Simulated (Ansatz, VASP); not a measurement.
Two plane-wave programs on TiCo

```
Co Ti
1.0
     2.92515    0.00000    0.00000
     0.00000    2.92515    0.00000
     0.00000    0.00000    2.92515
Co Ti
1 1
Direct
  0.50000 0.50000 0.50000
  0.00000 0.00000 0.00000
```

Change from the starting cell: volume scaled by 0.94.

Alike in both runs: task single point; functional PBEsol; k mesh 9 × 9 × 9; occupations fermi-dirac, width 0.05 eV; collinear spin, ferromagnetic start.

|  | VASP | Ansatz |
| --- | --- | --- |
| version | VASP 6.6.1 | Ansatz 0.2.0 |
| potentials or method | VASP PAW PBE potentials, release 64 (Co, Ti_sv) | Ansatz PAW |
| plane-wave cutoff (eV) | 520 | 420 |
| valence electrons in the cell | 21 | 29 |

```tsv
	VASP	Ansatz	Ansatz less VASP
gap on the k mesh at the Fermi level (eV)	none	none	-
pressure (GPa)	1.9	2.5	+0.57
net moment per atom (μB)	0.28	0.29	+0.016
size of the moment on the site where the two differ most (μB)	0.59	0.63	+0.040
```

Site moments also hang on the region over which each program counts them. A gap of «none» marks a metal or a gap that the smearing closes. The two sets of potentials don't hold the same shells in valence.

Caveats: the PAW data sets were made with another functional, which shifts forces and pressure a little (VASP); the PAW data sets come from PBE, with cores solved anew for the run's functional, which leaves a small shift of forces and pressure (Ansatz).
